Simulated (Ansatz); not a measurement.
A plane-wave DFT run in Ansatz 0.2.0 (scalar-relativistic PAW potentials unless the input names others): input and command.

```yaml
crystal:
  lattice:
    - [0.0, 2.5527776634, 1.804813808]
    - [2.5527776634, 0.0, 1.804813808]
    - [2.5527776634, 2.5527776634, 0.0]
  atoms:
    - { symbol: B, position: [0.0, 0.0, 0.0] }
    - { symbol: P, position: [0.75, 0.75, 0.75] }
basis:
  ecutwfc: 420
  precision: f64
kpoints:
  mp_grid: { grid: [12, 12, 12] }
hamiltonian:
  xc: rpbe
scf:
  occupations: { method: gaussian, width: 0.05 }
  eigensolver: { kind: davidson }
output:
  forces: true
  eigenvalues: true
  stress: true
```

```bash
ansatz run input.yaml --threads 1 --pin off --max-ram 2560MiB --backend cpu --events-out ev --progress --plain --runs-dir out
```

Abridged log:
```
Basis set: ecut = 420 eV, 459 PW (Γ), exchange–correlation on 48×48×50 points (8 copies of the dense FFT grid, shifted against one another)
Bands: 8, of which v1, the nominal top of the filled ones, is band 4 counted from 1 (3 counted from 0)
Symmetry: 8 space group operations
k-points: 163 of 1728 (time reversal used)
SCF iter   1: F=—  HF=-915.772062 eV  |F-HF|=—  |Δ(HF+E_count)|=         —  Δρ=4.48e-3  dr2=3.35e-3  ethr=1.77e-3  ⟨swp⟩=7.5  Hψ=6531  notcnv=1
SCF iter   2: F=—  HF=-915.771498 eV  |F-HF|=—  |Δ(HF+E_count)|=   5.65e-4  Δρ=1.92e-3  dr2=5.12e-4  ethr=4.19e-5  ⟨swp⟩=2.7  Hψ=2438  notcnv=0  defer=43
SCF iter   3: F=—  HF=-915.771496 eV  |F-HF|=—  |Δ(HF+E_count)|=   1.50e-6  Δρ=4.09e-4  dr2=4.14e-5  ethr=5.06e-7  ⟨swp⟩=2.0  Hψ=4056  notcnv=0  defer=1
SCF iter   4: F=—  HF=-915.771490 eV  |F-HF|=—  |Δ(HF+E_count)|=   5.81e-6  Δρ=1.02e-4  dr2=9.56e-7  ethr=5.06e-7  ⟨swp⟩=2.2  Hψ=1998  notcnv=0
SCF iter   5: F=-915.771492 eV  HF=-915.771492 eV  |F-HF|=6.18e-9  |Δ(HF+E_count)|=   1.62e-6  Δρ=1.00e-5  dr2=1.60e-8  ethr=1.20e-8  ⟨swp⟩=3.0  Hψ=2628  notcnv=0
SCF iter   6: F=-915.771492 eV  HF=-915.771492 eV  |F-HF|=1.77e-11  |Δ(HF+E_count)|=   1.07e-8  Δρ=1.23e-6  dr2=2.91e-10  ethr=2.00e-10  ⟨swp⟩=3.0  Hψ=2430  notcnv=0
the search or the solves at the SCF's close seem to have found levels that the self-consistency loop had missed (the run counts 1). By its estimate they hold under 1e-12 electrons; where the run keeps them, the occupations were computed again with them
SCF 1 converged in 6 iterations: F = -915.771492 eV  dr2 = 2.91e-10
  Residual-converged pass: ⟨swp⟩=2.5  Hψ=2065  notcnv=0  max |occ|·‖R‖ = 6.7e-6 eV (tolerance 6.7e-6 eV) dr2=3.30e-10  dr2_onsite=1.54e-11  max |Δocc| = 8.2e-12
SCF converged after 6 iterations
Free energy (F): -915.771492 eV
Harris-Foulkes:  -915.771492 eV  (|F-HF|=1.77e-11)
Internal energy: -915.770666 eV  (E = F + TS)
E sigma→0 (E₀):  -915.771079 eV
Entropy (-TS):   -0.000826 eV (-0.413 meV/atom)
Fermi energy:    9.240180 eV
--- Forces (eV/Å), atoms counted from 1 ---
  atom   1  B      0.00000000     0.00000000     0.00000000
  atom   2  P      0.00000000     0.00000000     0.00000000
--- Stress (GPa, compression-positive) ---
      -16.252276       0.000000       0.000000
        0.000000     -16.252276       0.000000
        0.000000       0.000000      26.003939
  P = ⅓ Tr σ = -2.1669 GPa (-21.669 kbar)
```

Apart from outputs and empty bands, the input differs from a reference run on usual settings in scf.eigensolver.kind: not typed → "davidson"; basis.precision: not typed → "f64"; hamiltonian.xc: "pbe" → "rpbe". The reference, at the same geometry (not necessarily relaxed), gave pressure -4.72 GPa, largest force 0.000 eV/Å, no gap on the mesh. This run converged in 6 SCF iterations (reference: 7) with a total energy on another zero, pressure -2.17 GPa, largest force 0.000 eV/Å, no gap on the mesh.

Time: 4.1 s on 1 thread of Arm Neoverse V2 (shared host), peak memory 0.29 GiB.